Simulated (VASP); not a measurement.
# Mg (P6_3/mmc) in VASP: a series of runs

One crystal, Mg, is run at these levels: PBE+D3(BJ); tasks: relaxation of shape and atoms at fixed volume.

Everything below comes from runs of VASP 6.6.1. Logs are shortened: lines on timing, memory, paths and dates and some standing lists are left out, and cuts for length are marked.

## (1) Starting point

Symmetry: P6_3/mmc, No. 194, hexagonal system. Conventional cell: a = 3.155 Å, b = 3.155 Å, c = 5.027 Å, α = 90.00°, β = 90.00°, γ = 120.00°. Mg (site symmetry -6m2) is surrounded by 12 Mg at 3.10 to 3.15 Å.

## (2) Relaxation of shape and atoms at fixed volume, PBE+D3(BJ) (a relaxed cell with its volume scaled by 0.98)

File INCAR:

```
SYSTEM = Mg
PREC = Accurate
ENCUT = 600
EDIFF = 1E-7
ISMEAR = 1
SIGMA = 0.1
LREAL = .False.
LASPH = .True.
NELM = 80
ALGO = Normal
ISIF = 4
LWAVE = .False.
LCHARG = .False.
GGA = PE
IVDW = 12
IBRION = 2
NSW = 40
EDIFFG = -0.01
```

File KPOINTS:

```
Automatic mesh
0
Gamma
  15 15 7
  0 0 0
```

File POSCAR:

```
Mg                                      
1.0
    3.1336879653      0.0000000000      0.0000000000
   -1.5668439826      2.7138533855      0.0000000000
    0.0000000000      0.0000000000      4.9933448876
  Mg            
     2
Direct
     0.3333333332999970    0.6666666667000030    0.2500000000000000
     0.6666666667000030    0.3333333332999970    0.7500000000000000
```

Potentials or basis: VASP PAW PBE potentials, release 64 (Mg).

The run is started by

```sh
> cat potpaw_PBE.64/Mg/POTCAR > POTCAR
> mpirun -np 1 vasp_std > vasp.out
```

OUTCAR:

```text
SYSTEM = Mg
   PREC = Accurate
   ENCUT = 600
   EDIFF = 1E-7
   ISMEAR = 1
   LREAL = .False.
   LASPH = .True.
   NELM = 80
   ISIF = 4
   GGA = PE
   IVDW = 12
   IBRION = 2
   NSW = 40
   EDIFFG = -0.01
 IVDW          = 12

 ion  position               nearest neighbor table
   1  0.333  0.667  0.250-   2 3.08   2 3.08   2 3.08   2 3.08   2 3.08   2 3.08
   2  0.667  0.333  0.750-   1 3.08   1 3.08   1 3.08   1 3.08   1 3.08   1 3.08

  LATTYP: Found a hexagonal cell.
 ALAT       =     3.1336879653
 C/A-ratio  =     1.5934403626

  Lattice vectors:

 A1 = (   3.1336879653,   0.0000000000,   0.0000000000)
 A2 = (  -1.5668439826,   2.7138533855,   0.0000000000)
 A3 = (   0.0000000000,   0.0000000000,   4.9933448876)

Analysis of symmetry for initial positions (statically):
=====================================================================
 Subroutine PRICEL returns:
 Original cell was already a primitive cell.

 Routine SETGRP: Setting up the symmetry group for a
 hexagonal supercell.

 Subroutine GETGRP returns: Found 24 space group operations
 (whereof 12 operations were pure point group operations)
 out of a pool of 24 trial point group operations.

The static configuration has the point symmetry D_3d.
 The point group associated with its full space group is D_6h.

Analysis of symmetry for dynamics (positions and initial velocities):
=====================================================================
 Subroutine PRICEL returns:
 Original cell was already a primitive cell.

 Routine SETGRP: Setting up the symmetry group for a
 hexagonal supercell.

 Subroutine GETGRP returns: Found 24 space group operations
 (whereof 12 operations were pure point group operations)
 out of a pool of 24 trial point group operations.

The dynamic configuration has the point symmetry D_3d.
 The point group associated with its full space group is D_6h.

 Subroutine INISYM returns: Found 24 space group operations
 (whereof 12 operations are pure point group operations),
 and found     1 'primitive' translations

----------------------------------------------------------------------------------------

                                     Primitive cell

  volume of cell :      42.4653

  direct lattice vectors                    reciprocal lattice vectors
     3.133687965  0.000000000  0.000000000     0.319112819  0.184239872  0.000000000
    -1.566843983  2.713853386  0.000000000     0.000000000  0.368479744  0.000000000
     0.000000000  0.000000000  4.993344888     0.000000000  0.000000000  0.200266559

  length of vectors
     3.133687965  3.133687965  4.993344888     0.368479744  0.368479744  0.200266559

  position of ions in fractional coordinates (direct lattice)
     0.333333333  0.666666667  0.250000000
     0.666666667  0.333333333  0.750000000

  ion indices of the primitive-cell ions
   primitive index   ion index
                 1           1
                 2           2

----------------------------------------------------------------------------------------

 KPOINTS: Automatic mesh

Automatic generation of k-mesh.
 Grid dimensions read from file:
 generate k-points for:   15   15    7

 Generating k-lattice:

  Cartesian coordinates                     Fractional coordinates (reciprocal lattice)
     0.021274188  0.012282658  0.000000000     0.066666667  0.000000000  0.000000000
     0.000000000  0.024565316  0.000000000     0.000000000  0.066666667  0.000000000
     0.000000000  0.000000000  0.028609508     0.000000000  0.000000000  0.142857143

  Length of vectors
     0.024565316  0.024565316  0.028609508

  Shift w.r.t. Gamma in fractional coordinates (k-lattice)
     0.000000000  0.000000000  0.000000000

 Subroutine IBZKPT returns following result:
 ===========================================

 Found    108 irreducible k-points:

 Following reciprocal coordinates:
            Coordinates               Weight
  0.000000  0.000000  0.000000      1.000000
  0.066667  0.000000  0.000000      6.000000
  0.133333  0.000000  0.000000      6.000000
  0.200000 -0.000000  0.000000      6.000000
  0.266667  0.000000  0.000000      6.000000
  0.333333  0.000000  0.000000      6.000000
[... 16 lines left out ...]
  0.333333  0.200000  0.000000     12.000000
  0.400000  0.200000  0.000000      6.000000
 [... further k-points ...]
   k-points           NKPTS =    108   k-points in BZ     NKDIM =    108   number of bands    NBANDS=      6
   number of dos      NEDOS =    301   number of ions     NIONS =      2
   total plane-waves  NPLWV =  31360
   dimension x,y,z NGX =    28 NGY =   28 NGZ =   40
   dimension x,y,z NGXF=    56 NGYF=   56 NGZF=   80
   ions per type =               2
   NGX,Y,Z   is equivalent  to a cutoff of  14.85, 14.85, 13.32 a.u.
   NGXF,Y,Z  is equivalent  to a cutoff of  29.71, 29.71, 26.63 a.u.
 SYSTEM =  Mg
   PREC   = accura    normal or accurate (medium, high low for compatibility)
   ISTART =      0    job   : 0-new  1-cont  2-samecut
   ICHARG =      2    charge: 1-file 2-atom 10-const
   ISPIN  =      1    spin polarized calculation?
   LNONCOLLINEAR =      F non collinear calculations
   LSORBIT =      F    spin-orbit coupling
   LASPH  =      T    aspherical Exc in radial PAW
   ENCUT  =  600.0 eV  44.10 Ry    6.64 a.u.   6.26  6.26  9.97*2*pi/ulx,y,z
   NELM   =     80;   NELMIN=  2; NELMDL= -5     # of ELM steps
   EDIFF  = 0.1E-06   stopping-criterion for ELM
   LREAL  =      F    real-space projection
   EDIFFG = -.1E-01   stopping-criterion for IOM
   NSW    =     40    number of steps for IOM
   IBRION =      2    ionic relax: 0-MD 1-quasi-New 2-CG
   NFREE  =      1    steps in history (QN), initial steepest desc. (CG)
   ISIF   =      4    stress and relaxation
   ISYM   =      2    0-nonsym 1-usesym 2-fastsym
   POTIM  = 0.5000    time-step for ionic-motion
   TEBEG  =    0.0;   TEEND  =   0.0 temperature during run
   PSTRESS=    0.0 pullay stress
   NELECT =       4.0000    total number of electrons
   NUPDOWN=      -1.0000    fix difference up-down
   EMIN   =  10.00;   EMAX   =-10.00  energy-range for DOS
   EFERMI =   0.00;   METHOD = LEGACY
   ISMEAR =     1;   SIGMA  =   0.10  broadening in eV -4-tet -1-fermi 0-gaus
   EFERMI_NEDOS =   21; number of points for ismear=-14 and -15
   IALGO  =     38    algorithm
   IMIX   =      4    mixing-type and parameters
     AMIX     =   0.40;   BMIX     =  1.00
     AMIX_MAG =   1.60;   BMIX_MAG =  1.00
  volume/ion in A,a.u.               =      21.23       143.28
  Fermi-wavevector in a.u.,A,eV,Ry     =   0.744875  1.407610  7.549047  0.554839
  Thomas-Fermi vector in A             =   1.840330
   LORBIT       =      0    0 simple, 1 ext, 2 COOP (PROOUT), +10 PAW based schemes
   GGA     = PE    functional components
   LHFCALC =     F    Hartree Fock is set to
   AEXX    =    0.0000 exact exchange contribution
   IVDW    =    12    specifies the selected vdW correction
   LEPSILON=     F    determine dielectric tensor
   LRPA    =     F    only Hartree local field effects (RPA)
 conjugate gradient relaxation of ions
 non-spin polarized calculation
 Methfessel and Paxton  Order N= 1 SIGMA  =   0.10
  energy-cutoff  :      600.00
  volume of cell :       42.47
 maximum number of plane-waves:      1432
 NGX is ok and might be reduce to    28
   NGX = 13   NGY = 13   NGZ = 19

 number of electron       4.0000000 magnetization

 Free energy of the ion-electron system (eV)
  ---------------------------------------------------
  ext. energy  EPLUGINS =         0.00000000
  ---------------------------------------------------
  free energy    TOTEN  =        -2.98589057 eV

  energy without entropy =       -2.98541321  energy(sigma->0) =       -2.98573145

 E-fermi :   3.0162     XC(G=0):  -8.7357

 val. band max:        3.0133865124   @ k =   0.4000   0.0667   0.2857
 cond. band min:       3.0315491466   @ k =   0.3333   0.1333   0.0000
 fundamental gap:      0.0181626342
 Fermi energy:         3.0162361698

 k-point     1 :       0.0000    0.0000    0.0000
  band No.  band energies     occupation
      1      -4.2208      2.00000
      2       1.3469      2.00000
      3       1.9956      2.00000
      4      14.2467      0.00000
      5      14.2468      0.00000
      6      14.4789      0.00000

 k-point     2 :       0.0667    0.0000    0.0000
  band No.  band energies     occupation
      1      -4.1297      2.00000
      2       1.4291      2.00000
      3       2.0832      2.00000
      4      12.4808      0.00000
      5      13.3124      0.00000
      6      14.1485      0.00000

 k-point     3 :       0.1333    0.0000    0.0000
  band No.  band energies     occupation
      1      -3.8571      2.00000
      2       1.6761      2.00000
      3       2.3432      2.00000
      4      10.3726      0.00000
      5      12.4157      0.00000
      6      13.1476      0.00000

 k-point     4 :       0.2000   -0.0000    0.0000
  band No.  band energies     occupation
      1      -3.4045      2.00000
      2       2.0881      2.00000
      3       2.7656      2.00225
      4       8.3583      0.00000
      5      11.6669      0.00000
      6      12.0947      0.00000

 k-point     5 :       0.2667    0.0000    0.0000
  band No.  band energies     occupation
      1      -2.7747      2.00000
      2       2.6656      2.00001
      3       3.3157     -0.00019
      4       6.5120      0.00000
      5      11.0110      0.00000
      6      11.0685      0.00000

 k-point     6 :       0.3333    0.0000    0.0000
  band No.  band energies     occupation
      1      -1.9716      2.00000
      2       3.4093     -0.00000
      3       3.7227     -0.00000
      4       5.1091      0.00000
      5       9.6564      0.00000
      6       9.8567      0.00000

 k-point     7 :       0.4000    0.0000    0.0000
  band No.  band energies     occupation
      1      -1.0005      2.00000
      2       2.7834      2.00482
      3       4.3191     -0.00000
      4       5.3464      0.00000
      5       8.0752      0.00000
      6       8.6462      0.00000

 k-point     8 :       0.4667    0.0000    0.0000
  band No.  band energies     occupation
      1       0.1311      2.00000
      2       1.4110      2.00000
      3       5.3887      0.00000
      4       6.2886      0.00000
      5       6.6690      0.00000
      6       7.4568      0.00000
[... 91 lines left out ...]
 k-point    19 :       0.3333    0.1333    0.0000
  band No.  band energies     occupation
      1      -0.7376      2.00000
      2       3.0315      0.74416
      3       4.5674     -0.00000
      4       5.4117      0.00000
      5       7.1330      0.00000
      6       8.3207      0.00000

 k-point    20 :       0.4000    0.1333    0.0000
  band No.  band energies     occupation
      1       0.3901      2.00000
      2       1.6655      2.00000
      3       5.6358      0.00000
      4       6.0232      0.00000
      5       6.9187      0.00000
      6       6.9506      0.00000

 k-point    21 :       0.2000    0.2000    0.0000
  band No.  band energies     occupation
      1      -1.7942      2.00000
      2       3.5747     -0.00000
      3       4.0475     -0.00000
      4       5.8452      0.00000
      5       6.6372      0.00000
      6      10.7879      0.00000

 k-point    22 :       0.2667    0.2000    0.0000
  band No.  band energies     occupation
      1      -0.9126      2.00000
      2       3.9449     -0.00000
      3       4.4021     -0.00000
      4       4.9628     -0.00000
      5       6.3419      0.00000
      6       9.3675      0.00000

 k-point    23 :       0.3333    0.2000    0.0000
  band No.  band energies     occupation
      1       0.1321      2.00000
      2       2.6579      2.00000
      3       4.9501     -0.00000
      4       5.3933      0.00000
      5       6.7457      0.00000
      6       7.9015      0.00000

 k-point    24 :       0.4000    0.2000    0.0000
  band No.  band energies     occupation
      1       1.2957      2.00000
      2       1.3658      2.00000
      3       4.9435     -0.00000
      4       6.4092      0.00000
      5       6.7226      0.00000
      6       7.1916      0.00000

 [... further k-points ...]

------------------------ aborting loop because EDIFF is reached ----------------------------------------

 Edisp (eV)   -0.61307

 E8    (eV) :    -0.2685

  FORCE on cell =-STRESS in cart. coord.  units (eV):
  Direction    XX          YY          ZZ          XY          YZ          ZX
  --------------------------------------------------------------------------------------
  -------------------------------------------------------------------------------------
  Total       0.21627     0.21627     0.22140     0.00000     0.00000     0.00000
  in kB       8.15968     8.15968     8.35332     0.00000     0.00000     0.00000
  external pressure =        8.22 kB  Pullay stress =        0.00 kB

 VOLUME and BASIS-vectors are now :
 -----------------------------------------------------------------------------
  energy-cutoff  :      600.00
  volume of cell :       42.47
      direct lattice vectors                 reciprocal lattice vectors
     3.133687965  0.000000000  0.000000000     0.319112819  0.184239872  0.000000000
    -1.566843983  2.713853386  0.000000000     0.000000000  0.368479744  0.000000000
     0.000000000  0.000000000  4.993344888     0.000000000  0.000000000  0.200266559

 POSITION                                       TOTAL-FORCE (eV/Angst)
 -----------------------------------------------------------------------------------
     -0.00000      1.80924      1.24834         0.000000     -0.000000      0.000000
      1.56684      0.90462      3.74501        -0.000000      0.000000      0.000000
 -----------------------------------------------------------------------------------
    total drift:                                0.000000     -0.000000      0.000000

  FREE ENERGIE OF THE ION-ELECTRON SYSTEM (eV)
  ---------------------------------------------------
  free  energy   TOTEN  =        -3.5989582301 eV

  energy  without entropy=       -3.5984808729  energy(sigma->0) =       -3.59879911

 reached required accuracy - stopping structural energy minimisation
```

It took 22 s on 1 thread of AMD EPYC 7R13 (Zen 3), shared host; peak memory 0.17 GiB.

Results:

```yaml
Free_energy: -3.5990 eV
Pressure_after_relaxing: 0.8 GPa
Band_gap_on_the_k_mesh: none (metal or under the smearing width)
Dispersion_energy_per_atom: -0.307 eV
```

Final structure:
```cif
data_structure
_symmetry_space_group_name_H-M 'P 1'
_symmetry_Int_Tables_number 1
_cell_length_a 3.1337
_cell_length_b 3.1337
_cell_length_c 4.9933
_cell_angle_alpha 90.000
_cell_angle_beta 90.000
_cell_angle_gamma 120.000
_cell_volume 42.47
loop_
_atom_site_label
_atom_site_type_symbol
_atom_site_fract_x
_atom_site_fract_y
_atom_site_fract_z
_atom_site_occupancy
Mg1 Mg 0.33333 0.66667 0.25000 1
Mg2 Mg 0.66667 0.33333 0.75000 1
```

Levels at points of the mesh, in eV from the Fermi level:
| k point | band 1 | band 2 | band 3 | band 4 | band 5 |
| --- | --- | --- | --- | --- | --- |
| (0.00, 0.00, 0.00) | -7.24 | -1.67 | -1.02 | 11.23 | 11.23 |

Caveat: the relaxation stopped at its first step, so nothing moved; pairwise dispersion overbinds metals, which lowers pressure and volume.

## (3) Relaxation of shape and atoms at fixed volume, PBE+D3(BJ)

INCAR is that of step 2.

KPOINTS is that of step 2.

File POSCAR:

```
Mg                                      
1.0
    3.1548621749      0.0000000000      0.0000000000
   -1.5774310874      2.7321907889      0.0000000000
    0.0000000000      0.0000000000      5.0270847279
  Mg            
     2
Direct
     0.3333333332999970    0.6666666667000030    0.2500000000000000
     0.6666666667000030    0.3333333332999970    0.7500000000000000
```

Potentials or basis: VASP PAW PBE potentials, release 64 (Mg).

The run is started by

```sh
> cat potpaw_PBE.64/Mg/POTCAR > POTCAR
> mpirun -np 1 vasp_std > vasp.out
```

OUTCAR:

```text
SYSTEM = Mg
   PREC = Accurate
   ENCUT = 600
   EDIFF = 1E-7
   ISMEAR = 1
   LREAL = .False.
   LASPH = .True.
   NELM = 80
   ISIF = 4
   GGA = PE
   IVDW = 12
   IBRION = 2
   NSW = 40
   EDIFFG = -0.01
 IVDW          = 12

 ion  position               nearest neighbor table
   1  0.333  0.667  0.250-   2 3.10   2 3.10   2 3.10   2 3.10   2 3.10   2 3.10
   2  0.667  0.333  0.750-   1 3.10   1 3.10   1 3.10   1 3.10   1 3.10   1 3.10

  LATTYP: Found a hexagonal cell.
[... 414 lines left out ...]

 Edisp (eV)   -0.60074

 E8    (eV) :    -0.2632

  FORCE on cell =-STRESS in cart. coord.  units (eV):
  Direction    XX          YY          ZZ          XY          YZ          ZX
  --------------------------------------------------------------------------------------
  -------------------------------------------------------------------------------------
  Total      -0.00708    -0.00708    -0.00686    -0.00000     0.00000     0.00000
  in kB      -0.26161    -0.26161    -0.25377    -0.00000     0.00000     0.00000
  external pressure =       -0.26 kB  Pullay stress =        0.00 kB

 VOLUME and BASIS-vectors are now :
 -----------------------------------------------------------------------------
  energy-cutoff  :      600.00
  volume of cell :       43.33
      direct lattice vectors                 reciprocal lattice vectors
     3.154862175  0.000000000  0.000000000     0.316971058  0.183003325  0.000000000
    -1.577431087  2.732190789  0.000000000     0.000000000  0.366006651  0.000000000
     0.000000000  0.000000000  5.027084728     0.000000000  0.000000000  0.198922448

 POSITION                                       TOTAL-FORCE (eV/Angst)
 -----------------------------------------------------------------------------------
     -0.00000      1.82146      1.25677        -0.000000      0.000000      0.000000
      1.57743      0.91073      3.77031         0.000000     -0.000000      0.000000
 -----------------------------------------------------------------------------------
    total drift:                                0.000000     -0.000000      0.000000

  FREE ENERGIE OF THE ION-ELECTRON SYSTEM (eV)
  ---------------------------------------------------
  free  energy   TOTEN  =        -3.6010696562 eV

  energy  without entropy=       -3.6006033121  energy(sigma->0) =       -3.60091421

 reached required accuracy - stopping structural energy minimisation
```

It took 28 s on 1 thread of AMD EPYC 7R13 (Zen 3), shared host; peak memory 0.18 GiB.

What came out:

```
Free energy                : -3.6011 eV
Pressure after relaxing    : 0.0 GPa
Band gap on the k mesh     : none (metal or under the smearing width)
Dispersion energy per atom : -0.300 eV
```

Final structure:
```xyz
2
Lattice="3.1549 0.0000 0.0000 -1.5774 2.7322 0.0000 0.0000 0.0000 5.0271" Properties=species:S:1:pos:R:3 pbc="T T T"
Mg    0.0000    1.8215    1.2568
Mg    1.5774    0.9107    3.7703
```

Caveat: the relaxation stopped at its first step, so nothing moved; pairwise dispersion overbinds metals, which lowers pressure and volume.

(Continued in part 2 of 2.)
